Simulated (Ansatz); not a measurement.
**HgSe under changes of volume**

One of the cells (28.067 Å³/atom); the others are scaled copies at fixed shape and fractional positions:

```xyz
2
Lattice="0.0000 3.0390 3.0390 3.0390 0.0000 3.0390 3.0390 3.0390 0.0000" Properties=species:S:1:pos:R:3 pbc="T T T"
Hg    0.0000    0.0000    0.0000
Se    4.5585    4.5585    4.5585
```

| Quantity | Value |
| --- | --- |
| Program | Ansatz 0.2.0 |
| Functional | PBE |
| Potentials or basis | Ansatz PAW |
| Cutoff | 420 eV (not typed: the program's choice for these potentials) |
| k mesh | 8 × 8 × 8 |
| Occupations | fermi-dirac, width 0.05 eV |
| Spin | no spin polarisation |

```tsv
volume (Å³/atom)	energy over the lowest point (meV/atom)	pressure (GPa)
26.383	103.75	9.4
26.944	74.05	7.6
27.505	50.07	6.1
28.067	?	?
28.628	16.85	3.5
29.189	6.60	2.4
29.751	0.00	1.4
```

Q: What does the run at 28.067 Å³/atom give?

A: Energy over the lowest point 31.17 meV/atom; pressure 4.7 GPa.

Worked out: A Birch-Murnaghan fit of order 3 (a polynomial in V^(-2/3)) to the other rows has no minimum within the range. It gives 31.16 meV/atom at 28.067 Å³/atom, against the run's 31.17, and -dE/dV = 4.7 GPa, against 4.7.

Energies are extrapolated to zero smearing.
